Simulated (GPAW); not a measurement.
Here is a GPAW 26.7.0 calculation.

run.py

```python
from ase.dft.bandgap import bandgap
from ase.io import read, write
from ase.units import GPa
from gpaw import GPAW, PW

atoms = read('Ge.xyz')

calc = GPAW(mode=PW(600),
            xc='PBE',
            kpts={'size': (8, 8, 8), 'gamma': True},
            occupations={'name': 'methfessel-paxton', 'order': 0, 'width': 0.018000000000000002},
            nbands=11,
            convergence={'density': 1e-05, 'energy': 1e-05},
            maxiter=150,
            txt='gpaw.txt')
atoms.calc = calc
energy = atoms.get_potential_energy()
forces = atoms.get_forces()
stress = atoms.get_stress()
calc.write('gs.gpw')
write('result.traj', atoms)
print(f'Energy: {energy:.6f} eV')
print('Forces (eV/A):')
print(forces.round(4))
print('Stress (GPa):', (stress / GPa).round(3))
print('Fermi level:', round(calc.get_fermi_level(), 4), 'eV')
print(f'Gap: {bandgap(calc)[0]:.4f} eV, direct: {bandgap(calc, direct=True)[0]:.4f} eV')
```

Contents of Ge.xyz:

```xyz
2
Lattice="0.0000000000 2.8289100000 2.8289100000 2.8289100000 0.0000000000 2.8289100000 2.8289100000 2.8289100000 0.0000000000" Properties=species:S:1:pos:R:3 pbc="T T T"
Ge     4.2433650000      4.2433650000      4.2433650000
Ge     2.8289100000      2.8289100000      2.8289100000
```

Potentials or basis: GPAW PAW data sets (gpaw-data 1.2.1), pw.

Command:

```bash
$ OMP_NUM_THREADS=1 python run.py
```

**Question.** What does it give for the pressure?

**Answer.** 3.8 GPa.

**Question.** Estimate the band gap on the k mesh.

**Answer.** 0.09 eV, direct.

**What was measured.**

“Electronic and optical properties of SixGe1-x-ySny alloys lattice-matched to Ge”, 2021, arxiv:2109.02782 reports, for a bulk crystal of Ge at 293 K: band gap 0.666 eV (indirect).

A measured gap of Ge is 0.666 eV (indirect; 293 K; “Electronic and optical properties of SixGe1-x-ySny alloys lattice-matched to Ge”, 2021, arxiv:2109.02782); the calculated 0.09 eV misses it by -0.58 eV. 3 values of this kind are on record (0.666 to 0.807 eV); this one was drawn at random among those near their median. Spin-orbit coupling on Ge is left out. The value is that of PBE on a finite k mesh, which can miss the band edges, without temperature or zero-point motion. Semilocal functionals fall short of measured gaps as a rule.
